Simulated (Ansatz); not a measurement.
The parent structure is InN in the wurtzite structure (space group P6_3mc, No. 186; a = 3.5369 Å, c = 5.7136 Å).

Computed with PBEsol (Ansatz, a first-principles code; PAW; 420 eV plane waves; no spin-orbit coupling).

Before the change:

The band gap comes out as zero.

It is then changed as follows: every lattice vector is shortened by 4.52 %; the atoms relax in the strained cell.

**Question.** Estimate the effect on the energy relative to the base.

**Answer.** The energy increases by 143 meV/atom.

**Question.** What does the calculation give for the band gap after the change?

**Answer.** The band gap goes from zero to 0.13 eV.

**Question.** How does this affect the valence-band top at Γ?

**Answer.** The valence-band top at Γ (three highest levels, from the VBM) is 0.00, 0.00, -0.10 eV.

Whether these cells are dynamically stable was not tested. All final runs are without spin polarisation. A zero or small gap of InN can be the functional's error rather than a property of the material.
